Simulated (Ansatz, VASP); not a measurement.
# Co: VASP beside Ansatz

INCAR

```
ALGO = Normal
EDIFF = 1E-6
ENCUT = 520
GGA = PS
ISIF = 2
ISMEAR = 0
ISPIN = 2
LASPH = T
LCHARG = F
LMAXMIX = 4
LORBIT = 11
LREAL = F
LWAVE = F
MAGMOM = 3 3
NBANDS = 20
NELM = 150
PREC = Accurate
SIGMA = 0.1
```

KPOINTS

```
k-points
0
Gamma
  6 6 6
```

POSCAR

```
Co
1.0
    0.0000000000      3.0612650969      3.0612650969
    3.0612650969      0.0000000000      3.0612650969
    3.0612650969      3.0612650969      0.0000000000
Co
2
Direct
    0.0000000000      0.0000000000      0.0000000000
    0.2500000000      0.2500000000      0.2500000000
```

Input for Ansatz:

```yaml
crystal:
  lattice:
    - [0.0, 3.0612650969, 3.0612650969]
    - [3.0612650969, 0.0, 3.0612650969]
    - [3.0612650969, 3.0612650969, 0.0]
  atoms:
    - { symbol: Co, position: [0.0, 0.0, 0.0], spin: 3.0 }
    - { symbol: Co, position: [0.25, 0.25, 0.25], spin: 3.0 }
basis:
  ecutwfc: 420
kpoints:
  mp_grid: { grid: [6, 6, 6] }
hamiltonian:
  xc: pbesol
scf:
  occupations: { method: gaussian, width: 0.1 }
  lower_state_search: "off"
output:
  forces: true
  stress: true
  eigenvalues: true
  populations: true
magnetization:
  spin_polarized: true
```

Alike in both runs: task single point; functional PBEsol; k mesh 6 × 6 × 6; occupations gaussian, width 0.1 eV; collinear spin.

```csv
,VASP,Ansatz
version,VASP 6.6.1,Ansatz 0.2.0
potentials or method,"VASP PAW PBE potentials, release 64 (Co)","scalar-relativistic, plane waves, PAW"
plane-wave cutoff (eV),520,420
valence electrons in the cell,18,34
```

|  | VASP | Ansatz | Ansatz less VASP |
| --- | --- | --- | --- |
| gap on the k mesh at the Fermi level (eV) | none | none | - |
| pressure (GPa) | -16.4 | -16.7 | -0.27 |
| net moment per atom (μB) | 1.95 | 1.96 | +0.004 |
| size of the moment on the site where the two differ most (μB) | 2.03 | 2.07 | +0.036 |

Site moments also hang on the region over which each program counts them. A gap of «none» marks a metal or a gap that the smearing closes. The two sets of potentials don't hold the same shells in valence.

Caveats: so large a pressure means that the cell lies far from this level's equilibrium, or that cutoff or potentials fall short (VASP); the potentials were made for another functional, which shifts forces and pressure (VASP).
